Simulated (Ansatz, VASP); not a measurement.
## Eu in VASP and in Ansatz

File INCAR:

```
ALGO = Fast ; EDIFF = 1E-6
ENCUT = 520 ; GGA = PE
ISIF = 2 ; ISMEAR = 0
ISPIN = 2 ; LASPH = T
LCHARG = F ; LMAXMIX = 6
LORBIT = 11 ; LREAL = F
LWAVE = F ; MAGMOM = 7.86
NBANDS = 18 ; NELM = 150
PREC = Accurate ; SIGMA = 0.05
```

Contents of KPOINTS:

```
k-points
0
Gamma
  6 6 6
```

Contents of POSCAR:

```
Eu
1.0
   -2.1973685841      2.1973685841      2.1973685841
    2.1973685841     -2.1973685841      2.1973685841
    2.1973685841      2.1973685841     -2.1973685841
Eu
1
Direct
    0.0000000000      0.0000000000      0.0000000000
```

Input for Ansatz:

```yaml
crystal:
  lattice:
    - [-2.1973685841, 2.1973685841, 2.1973685841]
    - [2.1973685841, -2.1973685841, 2.1973685841]
    - [2.1973685841, 2.1973685841, -2.1973685841]
  atoms:
    - { symbol: Eu, position: [0.0, 0.0, 0.0], spin: 7.86 }
basis:
  ecutwfc: 420
  ecutrho_ratio: 4
kpoints:
  mp_grid: { grid: [6, 6, 6] }
hamiltonian:
  xc: pbe
scf:
  occupations: { method: gaussian, width: 0.05 }
output:
  forces: true
  stress: true
  eigenvalues: true
  populations: true
magnetization:
  spin_polarized: true
```

Alike in both runs: task single point; functional PBE; k mesh 6 × 6 × 6; occupations gaussian, width 0.05 eV; collinear spin.

|  | VASP | Ansatz |
| --- | --- | --- |
| version | VASP 6.6.1 | Ansatz 0.2.0 |
| potentials or method | VASP PAW PBE potentials, release 64 (Eu) | scalar-relativistic, plane waves, PAW |
| plane-wave cutoff (eV) | 520 | 420 |
| valence electrons in the cell | 17 | 17 |

VASP gave:

```
gap on the k mesh at the Fermi level (eV)                     : none
pressure (GPa)                                                : -0.3
net moment per atom (μB)                                      : 7.49
size of the moment on the site where the two differ most (μB) : 6.73
```

Question: What did Ansatz give for the same quantities?

Answer: gap on the k mesh at the Fermi level (eV): none; pressure (GPa): 0.0; net moment per atom (μB): 7.50; size of the moment on the site where the two differ most (μB): 7.13.

Site moments also hang on the region over which each program counts them. A gap of «none» marks a metal or a gap that the smearing closes. Ansatz warned: «given_moment_on_shells».

Caveats: spin-orbit coupling is left out, which moves the levels of the heavy elements. The state reached can hang on the start; a lower one may exist.
